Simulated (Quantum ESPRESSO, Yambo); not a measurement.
Planning a run of Yambo 5.3.0 on MoS2 (2H monolayer). The input:

```
optics
bss
bse
em1s
dipoles
rim_cut
rim_w
RandQpts= 3000000
RandGvec= 100 RL
CUTGeo= "slab z"
RandGvecW= 9 RL
Chimod= "HARTREE"
BSKmod= "SEX"
BSEmod= "resonant"
BSSmod= "d"
BSENGexx= 30 Ry
BSENGBlk= 6 Ry
% BSEQptR
 3 | 3 |
%
% BSEBands
 10 | 17 |
%
% BEnRange
 0 | 6 | eV
%
% BDmRange
 0.1 | 0.1 | eV
%
BEnSteps= 121
% BLongDir
 1 | 0 | 0 |
%
% BndsRnXs
 1 | 43 |
%
NGsBlkXs= 6 Ry
% LongDrXs
 1 | 1 | 0 |
%
% KfnQP_E
 0.962 | 1.0 | 1.0 |
%
WRbsWF
```

```sh
OMP_NUM_THREADS=1 mpirun -n 4 yambo -F bse7.in -J bse7,bse2_W -C bse7 > bse7.log
```

The stored states that it reads are on a 9×9×1 mesh. The cell holds 3 atoms: 1 Mo and 2 S. Cell: a = 3.185 Å, b = 3.185 Å, c = 16.000 Å, α = 90.0°, β = 90.0°, γ = 120.0°. Vacuum lies along c.

How long will it take on 4 MPI ranks of Arm Neoverse V1, shared host, and how much memory?

It took 38 s; on shared hardware allow 19 s to 76 s. Peak host memory was 1.5 GiB.

The kernel grows as the square of the matrix size, and full diagonalisation as its cube.

[Paths, hosts, dates, memory and timing lines, banners, echoed tables and standing remarks are left out of the program output.]

[Logs are printed without paths, hosts, clocks, repeated set-up lines and the standing remarks that a program may print on its own settings, such as how far it seeks lower states.]

[Runs of the session that timed out or met a known fault of the program may be left out.]

[Hosts, paths, dates, database ids (printed as entryN), source tags and the programs' standing remarks are cut or masked in the printed files.]
